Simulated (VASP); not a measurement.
# Li (Im-3m) in VASP: reference runs

Aim: a first look at Li with PBE, on the cell as given and on a disturbed one.

Everything below comes from runs of VASP 6.6.1. Logs are shortened: lines on timing, memory, paths and dates and some standing lists are left out, and cuts for length are marked.

**1. The crystal as given**

It takes space group Im-3m (No. 229, cubic). Conventional cell: a = 3.509 Å, b = 3.509 Å, c = 3.509 Å, α = 90.00°, β = 90.00°, γ = 90.00°. Li (site symmetry m-3m) is surrounded by 8 Li at 3.04 Å.

**2. Single point, PBE**

INCAR reads:

```
SYSTEM = Li
PREC = Accurate ; ENCUT = 520
EDIFF = 1E-7 ; ISMEAR = -1
SIGMA = 0.05 ; LREAL = .False.
LASPH = .True. ; NELM = 80
ALGO = Normal ; ISIF = 2
LWAVE = .False. ; LCHARG = .False.
GGA = PE ; NBANDS = 8
```

KPOINTS reads:

```
Automatic mesh
0
Gamma
  11 11 11
  0 0 0
```

POSCAR reads:

```
Li
1.0
   -1.7546500000      1.7546500000      1.7546500000
    1.7546500000     -1.7546500000      1.7546500000
    1.7546500000      1.7546500000     -1.7546500000
Li
1
Direct
    0.0000000000      0.0000000000      0.0000000000
```

Potentials or basis: VASP PAW PBE potentials, release 64 (Li_sv).

The run is started by

```
> cat potpaw_PBE.64/Li_sv/POTCAR > POTCAR
> mpirun -np 1 vasp_std > vasp.out
```

OUTCAR:

```text
SYSTEM = Li
   PREC = Accurate
   ENCUT = 520
   EDIFF = 1E-7
   ISMEAR = -1
   LREAL = .False.
   LASPH = .True.
   NELM = 80
   ISIF = 2
   GGA = PE

 ion  position               nearest neighbor table
   1  0.000  0.000  0.000-

  LATTYP: Found a body centered cubic cell.
 ALAT       =     3.5093000000

  Lattice vectors:

 A1 = (  -1.7546500000,   1.7546500000,   1.7546500000)
 A2 = (   1.7546500000,  -1.7546500000,   1.7546500000)
 A3 = (   1.7546500000,   1.7546500000,  -1.7546500000)

Analysis of symmetry for initial positions (statically):
=====================================================================
 Subroutine PRICEL returns:
 Original cell was already a primitive cell.

 Routine SETGRP: Setting up the symmetry group for a
 body centered cubic supercell.

 Subroutine GETGRP returns: Found 48 space group operations
 (whereof 48 operations were pure point group operations)
 out of a pool of 48 trial point group operations.

The static configuration has the point symmetry O_h .

Analysis of symmetry for dynamics (positions and initial velocities):
=====================================================================
 Subroutine PRICEL returns:
 Original cell was already a primitive cell.

 Routine SETGRP: Setting up the symmetry group for a
 body centered cubic supercell.

 Subroutine GETGRP returns: Found 48 space group operations
 (whereof 48 operations were pure point group operations)
 out of a pool of 48 trial point group operations.

The dynamic configuration has the point symmetry O_h .

 Subroutine INISYM returns: Found 48 space group operations
 (whereof 48 operations are pure point group operations),
 and found     1 'primitive' translations

----------------------------------------------------------------------------------------

                                     Primitive cell

  volume of cell :      21.6088

  direct lattice vectors                    reciprocal lattice vectors
    -1.754650000  1.754650000  1.754650000     0.000000000  0.284957114  0.284957114
     1.754650000 -1.754650000  1.754650000     0.284957114  0.000000000  0.284957114
     1.754650000  1.754650000 -1.754650000     0.284957114  0.284957114  0.000000000

  length of vectors
     3.039142950  3.039142950  3.039142950     0.402990215  0.402990215  0.402990215

  position of ions in fractional coordinates (direct lattice)
     0.000000000  0.000000000  0.000000000

  ion indices of the primitive-cell ions
[... 96 lines left out ...]
   LSORBIT =      F    spin-orbit coupling
   LASPH  =      T    aspherical Exc in radial PAW
   ENCUT  =  520.0 eV  38.22 Ry    6.18 a.u.   5.65  5.65  5.65*2*pi/ulx,y,z
   NELM   =     80;   NELMIN=  2; NELMDL= -5     # of ELM steps
   EDIFF  = 0.1E-06   stopping-criterion for ELM
   LREAL  =      F    real-space projection
   EDIFFG = 0.1E-05   stopping-criterion for IOM
   NSW    =      0    number of steps for IOM
   IBRION =     -1    ionic relax: 0-MD 1-quasi-New 2-CG
   NFREE  =      0    steps in history (QN), initial steepest desc. (CG)
   ISIF   =      2    stress and relaxation
   ISYM   =      2    0-nonsym 1-usesym 2-fastsym
   POTIM  = 0.5000    time-step for ionic-motion
   TEBEG  =    0.0;   TEEND  =   0.0 temperature during run
   PSTRESS=    0.0 pullay stress
   NELECT =       3.0000    total number of electrons
   NUPDOWN=      -1.0000    fix difference up-down
   EMIN   =  10.00;   EMAX   =-10.00  energy-range for DOS
   EFERMI =   0.00;   METHOD = LEGACY
   ISMEAR =    -1;   SIGMA  =   0.05  broadening in eV -4-tet -1-fermi 0-gaus
   EFERMI_NEDOS =   21; number of points for ismear=-14 and -15
   IALGO  =     38    algorithm
   IMIX   =      4    mixing-type and parameters
     AMIX     =   0.40;   BMIX     =  1.00
     AMIX_MAG =   1.60;   BMIX_MAG =  1.00
  volume/ion in A,a.u.               =      21.61       145.82
  Fermi-wavevector in a.u.,A,eV,Ry     =   0.847692  1.601906  9.776898  0.718582
  Thomas-Fermi vector in A             =   1.963238
   LORBIT       =      0    0 simple, 1 ext, 2 COOP (PROOUT), +10 PAW based schemes
   GGA     = PE    functional components
   LHFCALC =     F    Hartree Fock is set to
   AEXX    =    0.0000 exact exchange contribution
   IVDW    =     0    specifies the selected vdW correction
   LEPSILON=     F    determine dielectric tensor
   LRPA    =     F    only Hartree local field effects (RPA)
 non-spin polarized calculation
  energy-cutoff  :      520.00
  volume of cell :       21.61
 maximum number of plane-waves:       603
   NGX = 11   NGY = 11   NGZ = 11

 number of electron       2.9999991 magnetization

 Free energy of the ion-electron system (eV)
  ---------------------------------------------------
  ext. energy  EPLUGINS =         0.00000000
  ---------------------------------------------------
  free energy    TOTEN  =        -1.90651229 eV

  energy without entropy =       -1.90279854  energy(sigma->0) =       -1.90465542

 E-fermi :   0.4698     XC(G=0):  -6.8905

 val. band max:        0.4293267023   @ k =  -0.3636   0.4545   0.0909
 cond. band min:       0.4717080207   @ k =   0.4545   0.0000   0.0000
 fundamental gap:      0.0423813184
 Fermi energy:         0.4697528494

 k-point     1 :       0.0000    0.0000    0.0000
  band No.  band energies     occupation
      1     -46.1884      2.00000
      2      -3.0245      2.00000
      3      14.4010      0.00000
      4      14.4010      0.00000
      5      14.4011      0.00000
      6      19.0437      0.00000
      7      19.0437      0.00000
      8      19.0437      0.00000
[... 419 lines left out ...]
 k-point    40 :       0.2727    0.2727    0.1818
  band No.  band energies     occupation
      1     -46.1722      2.00000
      2       3.2439      0.00000
      3       3.2439      0.00000
      4       4.7637      0.00000
      5       8.4572      0.00000
      6      21.9433      0.00000
      7      23.1333      0.00000
      8      23.1333      0.00000

 [... further k-points ...]
[... 5 lines left out ...]
  --------------------------------------------------------------------------------------
  -------------------------------------------------------------------------------------
  Total       -0.1181997     -0.1181997     -0.1181997     -0.0000000      0.0000000      0.0000000
  in kB       -8.7638619     -8.7638619     -8.7638619     -0.0000000      0.0000000      0.0000000
  external PRESSURE =      -8.7638619 kB  Pullay stress =       0.0000000 kB

 VOLUME and BASIS-vectors are now :
 -----------------------------------------------------------------------------
  energy-cutoff  :      520.00
  volume of cell :       21.61
      direct lattice vectors                 reciprocal lattice vectors
    -1.754650000  1.754650000  1.754650000     0.000000000  0.284957114  0.284957114
     1.754650000 -1.754650000  1.754650000     0.284957114  0.000000000  0.284957114
     1.754650000  1.754650000 -1.754650000     0.284957114  0.284957114  0.000000000

 POSITION                                       TOTAL-FORCE (eV/Angst)
 -----------------------------------------------------------------------------------
      0.00000      0.00000      0.00000         0.000000     -0.000000      0.000000
 -----------------------------------------------------------------------------------
    total drift:                               -0.000000     -0.000000      0.000000

  FREE ENERGIE OF THE ION-ELECTRON SYSTEM (eV)
  ---------------------------------------------------
  free  energy   TOTEN  =        -1.9065122904 eV

  energy  without entropy=       -1.9027985414  energy(sigma->0) =       -1.90465542
```

stdout:

```text
POSCAR found type information on POSCAR Li
 POSCAR found :  1 types and       1 ions
 scaLAPACK will be used
 LDA part: xc-table for (Slater+PW92), standard interpolation
 POSCAR, INCAR and KPOINTS ok, starting setup
 FFT: planning ... GRIDC
 FFT: planning ... GRID_SOFT
 FFT: planning ... GRID
 WAVECAR not read
 entering main loop
```

Run time: 3.4 s. Hardware: 1 thread of AMD EPYC 9R45 (Zen 5), shared host; peak memory 0.1 GiB.

What came out:

- Free energy: -1.9065 eV
- Band gap on the k mesh: none (metal or under the smearing width)

Levels at points of the mesh, in eV from the Fermi level:
```csv
k point,band 1,band 2,band 3,band 4
"(0.00, 0.00, 0.00)",-46.66,-3.49,13.93,13.93
```

Caveat: the cutoff is under 1.25 times the usual one of these potentials, so pressure, stress and relaxed cells hold a basis-set (Pulay) error.

**3. Single point, PBE (cell strained at random at fixed volume)**

INCAR reads:

```
SYSTEM = Li
  PREC = Accurate
  ENCUT = 520
  EDIFF = 1E-7
  ISMEAR = -1
  SIGMA = 0.05
  LREAL = .FALSE.
  LASPH = .TRUE.
  NELM = 100
  ALGO = Normal
  ISIF = 2
  LWAVE = .FALSE.
  LCHARG = .FALSE.
  GGA = PE
  NBANDS = 8
```

KPOINTS reads:

```
Automatic mesh
0
G
  11 11 11
  0 0 0
```

POSCAR reads:

```
Li
1.0
   -1.7332860000      1.7666670000      1.7352000000
    1.7283880000     -1.7909380000      1.7545730000
    1.7431780000      1.8008300000     -1.7594710000
Li
1
Direct
   -0.0115750000      0.0084400000     -0.0235300000
```

Potentials or basis: VASP PAW PBE potentials, release 64 (Li_sv).

The run is started by

```
> cat potpaw_PBE.64/Li_sv/POTCAR > POTCAR
> mpirun -np 1 vasp_std > vasp.out
```

Run time: 33 s. Hardware: 1 thread of AMD EPYC 9R45 (Zen 5), shared host; peak memory 0.16 GiB.

It converged, with:

```
Free energy            : -1.9063 eV
Band gap on the k mesh : none (metal or under the smearing width)
```

Levels at points of the mesh, in eV from the Fermi level:
| k point | band 1 | band 2 | band 3 | band 4 | band 5 | band 6 |
| --- | --- | --- | --- | --- | --- | --- |
| (0.00, 0.00, 0.00) | -46.67 | -3.50 | 13.74 | 13.98 | 14.02 | 18.25 |

Caveat: the cutoff is under 1.25 times the usual one of these potentials, so pressure, stress and relaxed cells hold a basis-set (Pulay) error.
